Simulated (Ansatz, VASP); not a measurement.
# GaP in VASP and in Ansatz

Contents of INCAR:

```
  PREC = Accurate
  ENCUT = 520
  EDIFF = 1E-6
  ISMEAR = -1
  SIGMA = 0.08
  LREAL = False
  LASPH = True
  NELM = 100
  ALGO = Normal
  ISIF = 2
  LWAVE = False
  LCHARG = False
  GGA = PS
  NBANDS = 16
```

The input KPOINTS:

```
regular mesh
0
Gamma
  12 12 12
```

The input POSCAR:

```
GaP
1.0
    0.0000000000      2.7161353834      2.7161353834
    2.7161353834      0.0000000000      2.7161353834
    2.7161353834      2.7161353834      0.0000000000
Ga P
1 1
Direct
    0.0000000000      0.0000000000      0.0000000000
    0.7500000000      0.7500000000      0.7500000000
```

Input for Ansatz:

```yaml
crystal:
  lattice:
    - [0.0, 2.7161353834, 2.7161353834]
    - [2.7161353834, 0.0, 2.7161353834]
    - [2.7161353834, 2.7161353834, 0.0]
  atoms:
    - { symbol: Ga, position: [0.0, 0.0, 0.0] }
    - { symbol: P, position: [0.75, 0.75, 0.75] }
kpoints:
  mp_grid: { grid: [12, 12, 12] }
  band_path:
    path:
      - [0.0, 0.0, 0.0]
      - [-0.5, -0.5, 0.0]
      - [-0.375, -0.375, 0.25]
      - [-0.375, 0.0, 0.375]
      - [0.0, 0.0, 0.0]
      - [0.0, 0.0, 0.5]
      - [-0.5, -0.25, 0.25]
      - [-0.5, -0.5, 0.0]
    npoints: 5
scf:
  occupations: { method: fermi_dirac, width: 0.08 }
hamiltonian:
  xc: pbesol
  pseudopotentials: { kind: all_electron, lapw: { basis_error: 0.0005 } }
output:
  forces: true
  stress: true
  eigenvalues: true
```

Change from the starting cell: volume scaled by 0.99.

Alike in both runs: task single point; functional PBEsol; k mesh 12 × 12 × 12; occupations fermi-dirac, width 0.08 eV; no spin polarisation.

|  | VASP | Ansatz |
| --- | --- | --- |
| version | VASP 6.6.1 | Ansatz 0.2.0 |
| potentials or method | VASP PAW PBE potentials, release 64 (Ga_d, P) | all-electron LAPW, scalar-relativistic |
| plane-wave cutoff (eV) | 520 | see its input |

Ansatz gave:

```
pressure (GPa) : 0.3
```

Problem. Estimate VASP's values.

Solution. Pressure (GPa): 0.2.

Ansatz ran all-electron here, so the differences hold the error of VASP's frozen core and of both bases.

Caveats: the PAW data sets were made with another functional, which shifts forces and pressure a little (VASP). A k mesh can miss the band edges.
